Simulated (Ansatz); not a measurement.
Convergence test, SiO2

Theory: Ansatz, DFT PBEsol, scalar-relativistic, plane waves, PAW.

```xyz
6
Lattice="-2.3740 2.3740 3.7440 2.3740 -2.3740 3.7440 2.3740 2.3740 -3.7440" Properties=species:S:1:pos:R:3 pbc="T T T"
Si    0.0000    0.0000    0.0000
Si    0.0000    2.3740    1.8720
O     1.1870    2.9599    2.8080
O     0.5858    1.1870    0.9360
O    -1.1870    1.7882    2.8080
O    -0.5858    3.5611    0.9360
```

The plane-wave cutoff is 420 eV. The occupation rule is Gaussian smearing, 0.02 eV and the spin treatment is unpolarised.

The atoms are held and the half-step-shifted k-point mesh is swept. Energies are extrapolated to zero smearing and count from the reference run, 8×8×8 Γ-centred mesh, Gaussian smearing 0.02 eV. The cell isn't necessarily relaxed at this level. Pressure is positive in compression.

| shifted mesh | ΔE (meV/atom) | P (GPa) | largest change of a force component (eV/Å) | gap on mesh (eV) | irreducible points |
| --- | --- | --- | --- | --- | --- |
| 2×2×2 | -2.85 | 1.08 | 0.012 | 7.191 | 3 |
| 4×4×4 | -0.03 | 1.08 | 0.000 | 6.321 | 11 |
| 6×6×6 | -0.01 | 1.08 | 0.000 | 6.133 | 28 |

This form isn't the usual stable structure of the compound.

Cost: 3 runs of about 0.18 core-minutes in all, on Arm Neoverse V1 (shared hosts).